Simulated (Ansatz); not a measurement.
ZrO₂ (fluorite)

```yaml
crystal:
  lattice:
    - [0.00000, 2.55794, 2.55794]
    - [2.55794, 0.00000, 2.55794]
    - [2.55794, 2.55794, 0.00000]
  atoms:
    - { symbol: Zr, position: [0.00000, 0.00000, 0.00000] }
    - { symbol: O, position: [0.25000, 0.25000, 0.25000] }
    - { symbol: O, position: [0.75000, 0.75000, 0.75000] }
```

A phonon eigenvector at Γ is frozen into this cell: atom i moves by Q times the vector below, so Q is the largest atomic displacement, in Å. The cell is held. It is one choice among 3 degenerate patterns.

```
atom      x      y       z
----  -----  -----  ------
Zr1   0.000  0.000  -0.351
O2    0.000  0.000   1.000
O3    0.000  0.000   1.000
```

Calculation: PBE (plane waves to 420 eV, PAW, scalar-relativistic; Ansatz, a first-principles code). k mesh 11×11×11 (Γ-centred), Fermi-Dirac smearing 0.05 eV. The energy includes the smearing's −TS. The PAW data are Ansatz's earlier set. This is a high-temperature form of ZrO2. ZrO2 is run without spin polarisation. ZrO2 was relaxed with its symmetry unable to fall. The zero of ΔE is the undisplaced structure.

```tsv
Q (Å)	ΔE (meV/cell)
-0.180	154.4
-0.150	101.0
-0.120	61.1
-0.090	withheld
-0.060	14.0
-0.030	3.4
0.000	0.0
0.030	3.4
0.060	14.0
0.090	withheld
0.120	61.1
0.150	101.0
0.180	154.4
```

Q: Fit an even polynomial form (powers 2, 4) to the given rows and predict ΔE at Q = 0.090.

A: Least squares on the 11 given rows: ΔE = (3832)·Q² + (28880)·Q⁴, in meV/cell with Q in Å; root-mean-square residual 0.11 meV/cell. At 0.090 the fit gives 32.9 meV/cell; the calculation gives 32.7 meV/cell, so the interpolation is off by 0.2 (+0.6 %). The quadratic term alone would give 31.0 meV/cell.

(A displaced cell: forces are minus the slopes of the energy, force constants its curvatures, and phonons follow from these.)
